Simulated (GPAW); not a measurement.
# Fe (Im-3m) in GPAW: further runs

The runs below take Fe through relaxation of cell and atoms, with PBEsol.

Program: GPAW 26.7.0. These are calculated values, not measurements. Logs are shortened: lines on timing, memory, paths and dates and some standing lists are left out, and cuts for length are marked. The log counts tension as positive stress, the text compression.

## Step 1: The crystal as given

Symmetry: Im-3m, No. 229, cubic system. The conventional cell has a = 2.886 Å, b = 2.886 Å, c = 2.886 Å, α = 90.00°, β = 90.00°, γ = 90.00°. Fe (site symmetry m-3m) has 8 Fe at 2.50 Å as nearest neighbours.

## Step 2: Relaxation of cell and atoms, PBEsol, collinear spin, ferromagnetic start

File run.py:

```python
from ase import Atoms
from ase.filters import FrechetCellFilter
from ase.io import write
from ase.optimize import BFGS
from gpaw import GPAW, PW, setup_paths

setup_paths.insert(0, '.')

atoms = Atoms(['Fe'],
              cell=[[-1.443, 1.443, 1.443],
                    [1.443, -1.443, 1.443],
                    [1.443, 1.443, -1.443]],
              scaled_positions=[[0.0, 0.0, 0.0]],
              pbc=True)
atoms.set_initial_magnetic_moments([3.0])

calc = GPAW(mode=PW(600),
            xc='PBEsol',
            kpts={'size': (13, 13, 13), 'gamma': True},
            occupations={'name': 'fermi-dirac', 'width': 0.05},
            nbands=12,
            convergence={'density': 1e-05, 'forces': 0.0001},
            maxiter=150,
            txt='gpaw.txt')
atoms.calc = calc
opt = BFGS(FrechetCellFilter(atoms), trajectory='relax.traj', logfile='-')
done = opt.run(fmax=0.02, steps=60)
calc.write('gs.gpw')
write('result.traj', atoms)
print('Converged:', done)
print('Cell:', atoms.cell.cellpar().round(4))
print('Volume:', round(atoms.get_volume(), 4))
print(atoms.get_scaled_positions().round(5))
```

Potentials or basis: PAW data sets generated in the run's folder for this functional, pw.

Command:

```console
gpaw-setup -f PBEsol Fe
OMP_NUM_THREADS=1 python run.py
```

gpaw.txt:

```text
__  _  _
 | _ |_)|_||  |
 |__||  | ||/\| - 26.7.0

Input parameters:
  mode=PW(ecut=600.0),
  convergence={'density': 1e-05, 'forces': 0.0001},
  kpts=MonkhorstPack(size=(13, 13, 13), gamma=True),
  maxiter=150,
  nbands=12,
  occupations=Occupations(name='fermi-dirac', width=0.05),
  xc=XC(name='PBEsol')

Diagonalizing LCAO Hamiltonian
Converting LCAO to pw mode

       Fe

Atoms  # Å, Bohr magnetons
|   | symbol |        x |        y |        z |    initial magnetic moments |
|---|--------|----------|----------|----------|-----------------------------|
| 0 |     Fe | 0.000000 | 0.000000 | 0.000000 | ( 0.0000,  0.0000,  3.0000) |

Unit cell  # Å
| periodic |         x |         y |         z |  lengths |     angles |
|----------|-----------|-----------|-----------|----------|------------|
|      yes | -1.443000 |  1.443000 |  1.443000 | 2.499349 | 109.471221 |
|      yes |  1.443000 | -1.443000 |  1.443000 | 2.499349 | 109.471221 |
|      yes |  1.443000 |  1.443000 | -1.443000 | 2.499349 | 109.471221 |
[... 163 lines left out ...]
SCF iterations
|iter     | |      energy | eigst |  dens |force |  magmom |
|---------|-|-------------|-------|-------|------|---------|
|iter:   1| |   -9.512422 | +0.08 |       |      |  +3.0050|
|iter:   2| |   -9.509852 | -2.15 | -0.99 |      |  +2.9805|
|iter:   3| |   -9.559609 | -2.35 | -1.03 |      |  +2.7773|
|iter:   4| |   -9.589870 | -3.24 | -1.34 |      |  +2.6633|
|iter:   5| |   -9.617117 | -2.85 | -1.46 |      |  +2.4502|
|iter:   6| |   -9.620899 | -4.12 | -1.89 |      |  +2.3283|
|iter:   7| |   -9.621736 | -4.03 | -2.08 |      |  +2.2705|
|iter:   8| |   -9.621765c| -5.32 | -2.67 |      |  +2.2475|
|iter:   9| |   -9.621791c| -5.74 | -2.99 |      |  +2.2549|
|iter:  10| |   -9.621792c| -7.45c| -3.75 |      |  +2.2564|
|iter:  11| |   -9.621792c| -8.48c| -4.30 |      |  +2.2567|
|iter:  12| |   -9.621792c| -8.89c| -5.33c|      |  +2.2567|
|iter:  13| |   -9.621792c|-10.27c| -6.69c|-24.04c|  +2.2567|

Converged in 13 steps
Energy contributions relative to reference atoms: (reference = -34587.149600)

Energy contributions:
  Kinetic:           3.862601
  Coulomb:          -3.265923
  Zero:              0.057255
  External:          0.000000
  Xc:              -10.270691
  Entropy:          -0.010067
  Spinorbit:         0.000000
  ----------------------------
  Free energy:      -9.626825
  Extrapolated:     -9.621792
[... 27 lines left out ...]
No gap
No difference between direct/indirect transitions

Stress tensor  # eV/Ang^3
|         x |         y |         z |
|-----------|-----------|-----------|
|  0.099586 | -0.000000 | -0.000000 |
| -0.000000 |  0.099586 |  0.000000 |
| -0.000000 |  0.000000 |  0.099586 |

Forces  # eV/Ang
|        x |       y |        z |
|----------|---------|----------|
| -0.00000 | 0.00000 | -0.00000 |  # Fe   0

Interpolating wave functions to new cell

       Fe

Atoms  # Å, Bohr magnetons
|   | symbol |         x |         y |         z |    initial magnetic moments |
|---|--------|-----------|-----------|-----------|-----------------------------|
| 0 |     Fe | -0.000000 | -0.000000 | -0.000000 | ( 0.0000,  0.0000,  2.2859) |

Unit cell  # Å
| periodic |         x |         y |         z |  lengths |     angles |
|----------|-----------|-----------|-----------|----------|------------|
|      yes | -1.418536 |  1.418536 |  1.418536 | 2.456977 | 109.471221 |
|      yes |  1.418536 | -1.418536 |  1.418536 | 2.456977 | 109.471221 |
|      yes |  1.418536 |  1.418536 | -1.418536 | 2.456977 | 109.471221 |
[... 163 lines left out ...]
SCF iterations
|iter     | |      energy | eigst |  dens |force |  magmom |
|---------|-|-------------|-------|-------|------|---------|
|iter:   1| |   -9.735110 | -1.34 |       |      |  +2.2567|
|iter:   2| |   -9.711090 | -3.58 | -1.16 |      |  +2.2504|
|iter:   3| |   -9.666357 | -2.46 | -1.24 |      |  +2.2063|
|iter:   4| |   -9.667523 | -3.90 | -1.98 |      |  +2.1918|
|iter:   5| |   -9.669166c| -3.29 | -2.10 |      |  +2.1514|
|iter:   6| |   -9.669202c| -5.78 | -2.68 |      |  +2.1430|
|iter:   7| |   -9.669242c| -5.03 | -2.93 |      |  +2.1363|
|iter:   8| |   -9.669243c| -7.34 | -3.48 |      |  +2.1359|
|iter:   9| |   -9.669244c| -7.65c| -3.80 |      |  +2.1356|
|iter:  10| |   -9.669244c| -8.00c| -4.75 |      |  +2.1356|
|iter:  11| |   -9.669244c| -9.33c| -5.61c|      |  +2.1356|
|iter:  12| |   -9.669244c| -9.76c| -6.33c|-23.14c|  +2.1356|

Converged in 12 steps
Energy contributions relative to reference atoms: (reference = -34587.149600)

Energy contributions:
  Kinetic:           5.392241
  Coulomb:          -4.496819
  Zero:              0.065934
  External:          0.000000
  Xc:              -10.626037
  Entropy:          -0.009128
  Spinorbit:         0.000000
  ----------------------------
  Free energy:      -9.673808
  Extrapolated:     -9.669244
[... 44 lines left out ...]
       Fe

Atoms  # Å, Bohr magnetons
|   | symbol |         x |         y |         z |    initial magnetic moments |
|---|--------|-----------|-----------|-----------|-----------------------------|
| 0 |     Fe | -0.000000 | -0.000000 | -0.000000 | ( 0.0000,  0.0000,  2.1609) |

Unit cell  # Å
| periodic |         x |         y |         z |  lengths |     angles |
|----------|-----------|-----------|-----------|----------|------------|
|      yes | -1.392756 |  1.392756 |  1.392756 | 2.412324 | 109.471221 |
|      yes |  1.392756 | -1.392756 |  1.392756 | 2.412324 | 109.471221 |
|      yes |  1.392756 |  1.392756 | -1.392756 | 2.412324 | 109.471221 |
[... 163 lines left out ...]
SCF iterations
|iter     | |      energy | eigst |  dens |force |  magmom |
|---------|-|-------------|-------|-------|------|---------|
|iter:   1| |   -9.749238 | -1.25 |       |      |  +2.1356|
|iter:   2| |   -9.726003 | -3.59 | -1.19 |      |  +2.1312|
|iter:   3| |   -9.678590 | -2.39 | -1.26 |      |  +2.0991|
|iter:   4| |   -9.679611 | -3.84 | -2.04 |      |  +2.0895|
|iter:   5| |   -9.680964c| -3.26 | -2.16 |      |  +2.0627|
|iter:   6| |   -9.680962c| -5.75 | -2.77 |      |  +2.0589|
|iter:   7| |   -9.680984c| -5.44 | -3.08 |      |  +2.0535|
|iter:   8| |   -9.680984c| -7.74c| -3.66 |      |  +2.0534|
|iter:   9| |   -9.680984c| -7.81c| -3.92 |      |  +2.0532|
|iter:  10| |   -9.680984c| -9.27c| -5.17c|      |  +2.0532|
|iter:  11| |   -9.680984c| -9.45c| -5.48c|-23.52c|  +2.0532|

Converged in 11 steps
Energy contributions relative to reference atoms: (reference = -34587.149600)

Energy contributions:
  Kinetic:           8.047056
  Coulomb:          -6.636216
  Zero:              0.074127
  External:          0.000000
  Xc:              -11.161601
  Entropy:          -0.008698
  Spinorbit:         0.000000
  ----------------------------
  Free energy:      -9.685333
  Extrapolated:     -9.680984
[... 27 lines left out ...]
No gap
No difference between direct/indirect transitions

Stress tensor  # eV/Ang^3
|         x |         y |         z |
|-----------|-----------|-----------|
| -0.017678 | -0.000000 | -0.000000 |
| -0.000000 | -0.017678 |  0.000000 |
| -0.000000 |  0.000000 | -0.017678 |

Forces  # eV/Ang
|       x |       y |        z |
|---------|---------|----------|
| 0.00000 | 0.00000 | -0.00000 |  # Fe   0

Interpolating wave functions to new cell

       Fe

Atoms  # Å, Bohr magnetons
|   | symbol |         x |         y |        z |    initial magnetic moments |
|---|--------|-----------|-----------|----------|-----------------------------|
| 0 |     Fe | -0.000000 | -0.000000 | 0.000000 | ( 0.0000,  0.0000,  2.0734) |

Unit cell  # Å
| periodic |         x |         y |         z |  lengths |     angles |
|----------|-----------|-----------|-----------|----------|------------|
|      yes | -1.398790 |  1.398790 |  1.398790 | 2.422776 | 109.471221 |
|      yes |  1.398790 | -1.398790 |  1.398790 | 2.422776 | 109.471221 |
|      yes |  1.398790 |  1.398790 | -1.398790 | 2.422776 | 109.471221 |
[... 163 lines left out ...]
SCF iterations
|iter     | |      energy | eigst |  dens |force |  magmom |
|---------|-|-------------|-------|-------|------|---------|
|iter:   1| |   -9.686129 | -1.91 |       |      |  +2.0532|
|iter:   2| |   -9.684735 | -4.73 | -1.80 |      |  +2.0544|
|iter:   3| |   -9.682156c| -3.69 | -1.87 |      |  +2.0620|
|iter:   4| |   -9.682220c| -5.14 | -2.64 |      |  +2.0645|
|iter:   5| |   -9.682297c| -4.51 | -2.77 |      |  +2.0709|
|iter:   6| |   -9.682295c| -7.27 | -3.44 |      |  +2.0717|
|iter:   7| |   -9.682294c| -6.70 | -3.68 |      |  +2.0730|
|iter:   8| |   -9.682293c| -7.64c| -4.18 |      |  +2.0730|
|iter:   9| |   -9.682293c| -7.76c| -4.47 |      |  +2.0731|
|iter:  10| |   -9.682293c| -8.95c| -5.51c|      |  +2.0731|
|iter:  11| |   -9.682293c|-10.00c| -6.12c|-24.17c|  +2.0731|

Converged in 11 steps
Energy contributions relative to reference atoms: (reference = -34587.149600)

Energy contributions:
  Kinetic:           7.368726
  Coulomb:          -6.089643
  Zero:              0.072236
  External:          0.000000
  Xc:              -11.029203
  Entropy:          -0.008820
  Spinorbit:         0.000000
  ----------------------------
  Free energy:      -9.686703
  Extrapolated:     -9.682293
[... 27 lines left out ...]
No gap
No difference between direct/indirect transitions

Stress tensor  # eV/Ang^3
|         x |         y |        z |
|-----------|-----------|----------|
|  0.000949 | -0.000000 | 0.000000 |
| -0.000000 |  0.000949 | 0.000000 |
|  0.000000 |  0.000000 | 0.000949 |

Forces  # eV/Ang
|       x |       y |        z |
|---------|---------|----------|
| 0.00000 | 0.00000 | -0.00000 |  # Fe   0

# Writing to gs.gpw (mode='')
```

Run time: 80 s. Hardware: 1 thread of Arm Neoverse V1, shared host; peak memory 0.18 GiB.

What came out:

```
Free energy                            : -9.6867 eV
Relaxed volume                         : 10.95 Å³/atom
Relaxed cell                           : a = 2.423 Å, b = 2.423 Å, c = 2.423 Å, α = 109.47°, β = 109.47°, γ = 109.47°
Space group after relaxing (to 0.05 Å) : Im-3m (No. 229)
Energy gained by relaxing              : 60.5 meV/atom
Ionic steps                            : 4
Pressure after relaxing                : -0.2 GPa
Band gap on the k mesh                 : none (metal or under the smearing width)
Net moment                             : 2.07 μB per cell
Site moments                           : Fe +2.09 μB
```

The path:
| step | energy change (eV) | largest force (eV/Å) | pressure (GPa) | volume (Å³) |
| --- | --- | --- | --- | --- |
| 1 | 0.0000 | 0.0000 | -15.96 | 12.02 |
| 2 | -0.0475 | 0.0000 | -8.69 | 11.42 |
| 3 | -0.0592 | 0.0000 | 2.83 | 10.81 |
| 4 | -0.0605 | 0.0000 | -0.15 | 10.95 |

Final structure:
```
CELL_PARAMETERS angstrom
-1.39879 1.39879 1.39879
1.39879 -1.39879 1.39879
1.39879 1.39879 -1.39879
ATOMIC_POSITIONS crystal
Fe 0.00000 0.00000 0.00000
```

Levels at points of the mesh, in eV from the Fermi level:
Spin up:
```tsv
k point	band 1	band 2	band 3	band 4	band 5	band 6	band 7	band 8
(0.00, 0.00, 0.00)	-8.89	-2.40	-2.40	-2.40	-1.08	-1.08	25.24	25.24
```
Spin down:
```
           k point  band 1  band 2  band 3  band 4  band 5  band 6  band 7  band 8
(0.00, 0.00, 0.00)   -8.64   -0.61   -0.61   -0.61    1.49    1.49   25.11   25.11
```

Caveat: each step starts from the last one's moments, so a moment once lost doesn't come back; later steps reuse the first step's grids.

## Step 3: Relaxation of cell and atoms, PBEsol, collinear spin, ferromagnetic start, target pressure 2 GPa, at which the enthalpy is minimised

run.py, as its differences from that of step 2:

```diff
@@ -4,2 +4,3 @@
 from ase.optimize import BFGS
+from ase.units import GPa
 from gpaw import GPAW, PW, setup_paths
@@ -25,3 +26,3 @@
 atoms.calc = calc
-opt = BFGS(FrechetCellFilter(atoms), trajectory='relax.traj', logfile='-')
+opt = BFGS(FrechetCellFilter(atoms, scalar_pressure=2 * GPa), trajectory='relax.traj', logfile='-')
 done = opt.run(fmax=0.02, steps=60)
```

Potentials or basis: PAW data sets generated in the run's folder for this functional, pw.

Command:

```console
gpaw-setup -f PBEsol Fe
OMP_NUM_THREADS=1 python run.py
```

It took 81 s on 1 thread of Arm Neoverse V1, shared host; peak memory 0.16 GiB.

Results (log left out):

| Quantity | Value |
| --- | --- |
| Free energy | -9.6861 eV |
| Relaxed volume | 10.85 Å³/atom |
| Relaxed cell | a = 2.416 Å, b = 2.416 Å, c = 2.416 Å, α = 109.47°, β = 109.47°, γ = 109.47° |
| Space group after relaxing (to 0.05 Å) | Im-3m (No. 229) |
| Energy change on relaxing (the enthalpy is what falls) | -59.9 meV/atom |
| Ionic steps | 4 |
| Pressure after relaxing | 1.9 GPa |
| Band gap on the k mesh | none (metal or under the smearing width) |
| Net moment | 2.06 μB per cell |
| Site moments | Fe +2.08 μB |

The path:
```csv
step,energy change (eV),largest force (eV/Å),pressure (GPa),volume (Å³)
1,0.0000,0.0000,-15.96,12.02
2,-0.0511,0.0000,-7.51,11.34
3,-0.0567,0.0000,5.02,10.71
4,-0.0599,0.0000,1.85,10.85
```

Final structure:
```cif
data_structure
_symmetry_space_group_name_H-M 'P 1'
_symmetry_Int_Tables_number 1
_cell_length_a 2.4157
_cell_length_b 2.4157
_cell_length_c 2.4157
_cell_angle_alpha 109.471
_cell_angle_beta 109.471
_cell_angle_gamma 109.471
_cell_volume 10.85
loop_
_atom_site_label
_atom_site_type_symbol
_atom_site_fract_x
_atom_site_fract_y
_atom_site_fract_z
_atom_site_occupancy
Fe1 Fe 0.00000 0.00000 0.00000 1
```

Levels at points of the mesh, in eV from the Fermi level:
Spin up:
```tsv
k point	band 1	band 2	band 3	band 4	band 5	band 6	band 7	band 8
(0.00, 0.00, 0.00)	-8.95	-2.43	-2.43	-2.43	-1.09	-1.09	25.23	25.23
```
Spin down:
```tsv
k point	band 1	band 2	band 3	band 4	band 5	band 6	band 7
(0.00, 0.00, 0.00)	-8.70	-0.64	-0.64	-0.64	1.47	1.47	25.20
```

Caveat: each step starts from the last one's moments, so a moment once lost doesn't come back; later steps reuse the first step's grids.
